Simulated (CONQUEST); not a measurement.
**Cu2O (Cuprite) under changes of volume**

One of the cells (12.885 Å³/atom); the others are scaled copies at fixed shape and fractional positions:

```
Cu O
1.0
     4.26000    0.00000    0.00000
     0.00000    4.26000    0.00000
     0.00000    0.00000    4.26000
Cu O
4 2
Cartesian
  3.1950 1.0650 1.0650
  1.0650 3.1950 1.0650
  3.1950 3.1950 3.1950
  1.0650 1.0650 3.1950
  2.1300 2.1300 2.1300
  0.0000 0.0000 0.0000
```

```yaml
Program: CONQUEST 1.3
Functional: LDA
Potentials_or_basis: PseudoDojo NC LDA, DZP, grid of 48 × 48 × 48 points
k_mesh: 6 × 6 × 6
Occupations: fermi-dirac, width 0.05 eV
Spin: no spin polarisation
```

```tsv
volume (Å³/atom)	energy over the lowest point (meV/atom)	pressure (GPa)	gap on the mesh (eV)
12.112	?	?	?
12.369	0.00	-0.9	0.62
12.627	3.59	-3.6	0.57
12.885	11.41	-6.1	0.52
13.142	22.82	-8.1	0.47
13.400	37.33	-9.9	0.43
13.658	54.62	-11.5	0.39
```

**Question.** What does the run at 12.112 Å³/atom give?

**Answer.** Energy over the lowest point 0.85 meV/atom; pressure 2.0 GPa; gap on the mesh 0.68 eV.

Worked out: A Birch-Murnaghan fit of order 3 (a polynomial in V^(-2/3)) to the other rows has its minimum at 12.30 Å³/atom, just outside them, with B0 = V·E''(V) = 149 GPa and B' = 5.8. It gives 1.23 meV/atom at 12.112 Å³/atom, against the run's 0.85, and -dE/dV = 2.4 GPa, against 2.0. A straight line through the other rows of the gap, of slope -2.34 eV per unit of ln V (its deformation potential), extrapolates to 0.67 eV, against the run's 0.68.

Energies are extrapolated to zero smearing.

Caveats: the basis of atomic orbitals isn't converged, which shifts pressures, moduli and gaps.

A mesh can miss the band edges.
